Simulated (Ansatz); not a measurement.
**Two Ansatz runs on Ta**

The cell is COD entry 1534932, as deposited and not checked against the literature; nothing was relaxed. The listed cell was then made from it by scaling, straining or moving an atom.

First run: DFT, PBE, PAW with Ansatz's default frozen-core files, scalar-relativistic (Ansatz 0.2.0).

Command: `ansatz run input.yaml --threads 1 --pin off --max-ram 2048MiB --backend cpu --events-out ev --progress --plain --runs-dir out` The run took 5 s on 1 thread of Arm Neoverse V1, on a shared host, peak memory 0.38 GiB.

```yaml
crystal:
  lattice:
    - [0.0, 2.1314218691, 2.0678]
    - [2.1314218691, 0.0, 2.0678]
    - [2.1314218691, 2.1314218691, 0.0]
  atoms:
    - { symbol: Ta, position: [0.0, 0.0, 0.0] }
kpoints:
  mp_grid: { grid: [15, 15, 15] }
scf:
  occupations: { method: fermi_dirac, width: 0.08 }
hamiltonian:
  xc: pbe
  pseudopotentials: { kind: paw }
output:
  forces: true
  stress: true
  eigenvalues: true
  efg: { contact_densities: true }
```

Result: converged; pressure 0.41 GPa; 6 SCF iterations.

Spin–orbit coupling is left out, though it moves levels of the heavy atoms by tenths of an eV or more.

The input is then changed:

```diff
@@ -9,5 +9,5 @@
   mp_grid: { grid: [15, 15, 15] }
 scf:
-  occupations: { method: fermi_dirac, width: 0.08 }
+  occupations: { method: methfessel_paxton, width: 0.3 }
 hamiltonian:
   xc: pbe
@@ -18,3 +18,5 @@
   eigenvalues: true
   efg: { contact_densities: true }
+basis:
+  ecutwfc: "500 eV"
```

Q: What does the second run give?

A: It converged; energy at zero smearing -0.7 meV/atom from the first run; pressure 0.31 GPa; 5 SCF iterations. Some of these settings are too coarse for converged properties.
